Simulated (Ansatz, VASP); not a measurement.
**TiAl: VASP beside Ansatz**

```
CELL_PARAMETERS angstrom
2.74765 0.00000 0.00000
-1.37383 2.37954 0.00000
0.00000 0.00000 4.48293
ATOMIC_POSITIONS crystal
Ti 0.00000 0.00000 0.00000
Al 0.33333 0.66667 0.50000
```

The cell comes from a database or a generator and needn't be the stable form of this composition.

Alike in both runs: task single point; functional r2SCAN; k mesh 12 × 12 × 6; occupations fermi-dirac, width 0.15 eV; no spin polarisation.

|  | VASP | Ansatz |
| --- | --- | --- |
| version | VASP 6.6.1 | Ansatz 0.2.0 |
| potentials or method | VASP PAW PBE potentials, release 64 (Ti_sv, Al) | plane waves, PAW |
| plane-wave cutoff (eV) | 520 | 600 |
| valence electrons in the cell | 15 | 15 |

VASP gave:

- pressure (GPa): 17.1

Task: Estimate Ansatz's values.

Result: Pressure (GPa): 17.0.

Caveats: so large a pressure means that the cell lies far from this level's equilibrium, or that cutoff or potentials fall short (VASP); the potentials were made for another functional, which shifts forces and pressure (VASP).
